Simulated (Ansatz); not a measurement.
# Si (P6/mmm) in Ansatz: notebook

The runs below take Si through single point, with PBE.

Everything below comes from runs of Ansatz 0.2.0. Logs are shortened: lines on timing, memory, paths and dates and some standing lists are left out, and cuts for length are marked.

**1. The structure**

The structure is hexagonal, space group P6/mmm (No. 191). The conventional cell has a = 2.621 Å, b = 2.621 Å, c = 2.466 Å, α = 90.00°, β = 90.00°, γ = 120.00°. Around Si (site symmetry 6/mmm) lie 8 Si at 2.47 to 2.62 Å.

This isn't the form of Si at room conditions, which is diamond.

**2. Single point, PBE**

input.yaml

```yaml
crystal:
  lattice:
    - [2.6205428149, 0.0, 0.0]
    - [-1.3102714075, 2.2694566494, 0.0]
    - [0.0, 0.0, 2.46635439]
  atoms:
    - { symbol: Si, position: [0.0, 0.0, 0.0] }
hamiltonian:
  xc: pbe
  pseudopotentials: { kind: paw }
kpoints:
  mp_grid: { grid: [12, 12, 11] }
scf:
  occupations: { method: gaussian, width: 0.017 }
output:
  forces: true
  stress: true
  eigenvalues: true
```

Potentials or basis: Ansatz PAW.

Run with:

```
ansatz run input.yaml --threads 2 --pin off --max-ram 5632MiB --backend cpu --events-out ev --progress --plain --runs-dir out
```

Standard output:

```text
Warning: RAYON_NUM_THREADS=2 ignored (pool sized by the plan → 2); use --threads N
Engine: ansatz 0.2.0, aarch64-unknown-linux-gnu
Pseudopotentials: kind: paw
Pseudopotential: Si, paw, valence charge 4, recommended cutoff 420 eV (normal), Si.paw.azcp
Functional definition: PBE
  parameter kappa = 0.804
  parameter beta = 0.06672455060314922
  exchange = pbe_x(kappa = kappa, mu = beta*pi^2/3)
  correlation = pbe_c(beta = beta)
Crystal: 1 atoms, lattice volume = 14.668 Å³
Basis set: ecut = 420 eV, 279 PW (Γ), exchange–correlation on 36×36×36 points (8 copies of the dense FFT grid, shifted against one another)
Bands: 6, of which v1, the nominal top of the filled ones, is band 2 counted from 1 (1 counted from 0)
Symmetry: 24 space group operations
Space group: P6/mmm (ITA 191), of the structure as read, at distance tolerance 2.4e-5 Å
k-points: 114 of 1584
Non-local potential: Si, projectors of the file, l = 0: 2, l = 1: 2, l = 2: 2
PAW form: soft (Blöchl's): semilocal exchange-correlation on the pseudo side does not see the compensation charge
PAW one-centre angular grid: Si, 110 points (default); XC on 64 Gauss nodes
Initial density: superposition of atomic densities (neutral atoms: chi_scale 0, normalization atom), corrected by the library's trained network
Initial wavefunctions: pseudopotential atomic-orbital guess
Functional: x = pbe(κ = 0.804, μ = 0.2195149727645171), c = pbe(β = 0.06672455060314922)
SCF iter   1: F=—  HF=-635.505951 eV  |F-HF|=—  |Δ(HF+E_count)|=         —  Δρ=1.86e-3  dr2=4.26e-4  ethr=1.77e-3  ⟨swp⟩=5.9  Hψ=6675  notcnv=0
preconditioner: auto → none  [insulator: Δε(μ)=0.056 eV  Ē_g=13.905 eV  σ=0.017 eV  W_gap=0.54  n_scr=0 (ndim 8)  ℏωp=19.4 eV  f_vac=0.000  D(μ)=1.00/eV (n_scr^D=8)  ε∞_Penn≈2.9]
SCF iter   2: F=—  HF=-635.505901 eV  |F-HF|=—  |Δ(HF+E_count)|=   5.00e-5  Δρ=6.89e-4  dr2=4.51e-5  ethr=1.07e-5  ⟨swp⟩=2.1  Hψ=1809  notcnv=0
SCF iter   3: F=—  HF=-635.505892 eV  |F-HF|=—  |Δ(HF+E_count)|=   9.52e-6  Δρ=1.26e-4  dr2=1.14e-6  ethr=1.13e-6  ⟨swp⟩=1.5  Hψ=770  notcnv=0
iter 4 did not close the SCF: its close was put off for the readings that it lacked (scf_convergence_deferred on its scf_iter line)
SCF iter   4: F=-635.505893 eV  HF=-635.505893 eV  |F-HF|=1.35e-8  |Δ(HF+E_count)|=   8.10e-7  Δρ=1.38e-5  dr2=2.88e-8  ethr=2.86e-8  ⟨swp⟩=2.0  Hψ=877  notcnv=0
iter 5 did not close the SCF: its close was put off for the readings that it lacked (scf_convergence_deferred on its scf_iter line)
SCF iter   5: F=-635.505893 eV  HF=-635.505893 eV  |F-HF|=1.31e-9  |Δ(HF+E_count)|=   9.92e-9  Δρ=4.41e-6  dr2=2.86e-9  ethr=7.19e-10  ⟨swp⟩=1.1  Hψ=677  notcnv=0
SCF iter   6: F=-635.505893 eV  HF=-635.505893 eV  |F-HF|=1.93e-12  |Δ(HF+E_count)|=   1.12e-9  Δρ=2.13e-7  dr2=6.57e-12  ethr=7.16e-11  ⟨swp⟩=1.9  Hψ=2141  notcnv=0
SCF 1 converged in 6 iterations: F = -635.505893 eV  dr2 = 6.57e-12
SCF converged after 6 iterations
Free energy (F): -635.505893 eV
Harris-Foulkes:  -635.505893 eV  (|F-HF|=1.93e-12)
Internal energy: -635.505748 eV  (E = F + TS)
E sigma→0 (E₀):  -635.505820 eV
Entropy (-TS):   -0.000145 eV (-0.145 meV/atom)
Fermi energy:    10.203333 eV
--- Per-component energies (eV) ---
  E_band       = 18.553383
  E_kinetic    = 41.596781
  E_local      = -0.504146  (includes V_loc(G=0)·N_el)
  E_nonlocal   = 25.494902
  E_hartree    = 1.039720
  E_xc         = -56.059419
  E_vxc        = -47.930065  (∫ρ·V_xc dr)
  E_paw        = -512.456825  (= ΣΔE_a)
  E_vpaw       = -2.183541  (= ΣTr[D̂ρ^β])
  E_aug_tail   = 0.000006  (compensation charges beyond the density's cutoff)
  E_ewald      = -134.616768
  E_smearing   = -0.000145  (= −TS)
  E_closure    = 0.000000  (closes the sum)
  Σ components = -635.505893   (vs F -635.505893, Δ=0.00e0)
--- Forces (eV/Å), atoms counted from 1 ---
  atom   1  Si     0.00000000     0.00000000     0.00000000
  max |Σ_I F_I| component: 5.14e-34 eV/Å
--- Stress (GPa, compression-positive) ---
        1.317559      -0.000000       0.000000
       -0.000000       1.317559       0.000000
        0.000000       0.000000       6.581987
  P = ⅓ Tr σ = 3.0724 GPa (30.724 kbar)
--- Band table (eV; the first three rows and the last of 114) ---
  k-point 0: bands = ["-3.8950", "17.7452", "18.2503", "20.6220", "20.6220", "22.5048"]
  k-point 1: bands = ["-3.7014", "14.6227", "20.7731", "20.7731", "21.2852", "22.6592"]
  k-point 2: bands = ["-3.1236", "11.3844", "21.2249", "21.2249", "23.1073", "23.1073"]
  k-point 113: bands = ["8.8569", "9.2736", "9.2736", "11.7310", "14.3245", "14.3245"]
```

Wall time 0.47 s (2 threads of Arm Neoverse V2, shared host); peak memory 0.25 GiB.

Results:

- Free energy: -635.5059 eV
- Pressure: 3.1 GPa
- Band gap on the k mesh: none (metal or under the smearing width)

**3. Single point, PBE**

input.yaml, as its differences from that of step 2:

```diff
@@ -13,3 +13,3 @@
 scf:
-  occupations: { method: gaussian, width: 0.017 }
+  occupations: { method: gaussian, width: 0.018 }
 output:
```

Potentials or basis: Ansatz PAW.

Run with:

```
ansatz run input.yaml --threads 2 --pin off --max-ram 5632MiB --backend cpu --events-out ev --progress --plain --runs-dir out
```

Standard output:

```text
Warning: RAYON_NUM_THREADS=2 ignored (pool sized by the plan → 2); use --threads N
[... 8 set-up lines as earlier in the session ...]
Crystal: 1 atoms, lattice volume = 14.668 Å³
Basis set: ecut = 420 eV, 279 PW (Γ), exchange–correlation on 36×36×36 points (8 copies of the dense FFT grid, shifted against one another)
Bands: 6, of which v1, the nominal top of the filled ones, is band 2 counted from 1 (1 counted from 0)
[... 2 set-up lines as earlier in the session ...]
k-points: 114 of 1584
[... 5 set-up lines as earlier in the session ...]
[... 16 lines left out ...]
E sigma→0 (E₀):  -635.505825 eV
Entropy (-TS):   -0.000153 eV (-0.153 meV/atom)
Fermi energy:    10.203407 eV
--- Per-component energies (eV) ---
  E_band       = 18.553383
  E_kinetic    = 41.596781
  E_local      = -0.504146  (includes V_loc(G=0)·N_el)
  E_nonlocal   = 25.494902
  E_hartree    = 1.039720
  E_xc         = -56.059419
  E_vxc        = -47.930065  (∫ρ·V_xc dr)
  E_paw        = -512.456825  (= ΣΔE_a)
  E_vpaw       = -2.183541  (= ΣTr[D̂ρ^β])
  E_aug_tail   = 0.000006  (compensation charges beyond the density's cutoff)
  E_ewald      = -134.616768
  E_smearing   = -0.000153  (= −TS)
  E_closure    = 0.000000  (closes the sum)
  Σ components = -635.505901   (vs F -635.505901, Δ=0.00e0)
--- Forces (eV/Å), atoms counted from 1 ---
  atom   1  Si     0.00000000    -0.00000000     0.00000000
  max |Σ_I F_I| component: 1.03e-33 eV/Å
--- Stress (GPa, compression-positive) ---
        1.317560       0.000000       0.000000
       -0.000000       1.317560       0.000000
        0.000000       0.000000       6.581983
  P = ⅓ Tr σ = 3.0724 GPa (30.724 kbar)
--- Band table (eV; the first three rows and the last of 114) ---
  k-point 0: bands = ["-3.8950", "17.7452", "18.2503", "20.6220", "20.6220", "22.5048"]
  k-point 1: bands = ["-3.7014", "14.6227", "20.7731", "20.7731", "21.2852", "22.6592"]
  k-point 2: bands = ["-3.1236", "11.3844", "21.2249", "21.2249", "23.1073", "23.1073"]
  k-point 113: bands = ["8.8569", "9.2736", "9.2736", "11.7310", "14.3245", "14.3245"]
```

It took 0.47 s on 2 threads of Arm Neoverse V2, shared host; peak memory 0.25 GiB.

Results:

```
Free energy            : -635.5059 eV
Pressure               : 3.1 GPa
Band gap on the k mesh : none (metal or under the smearing width)
```
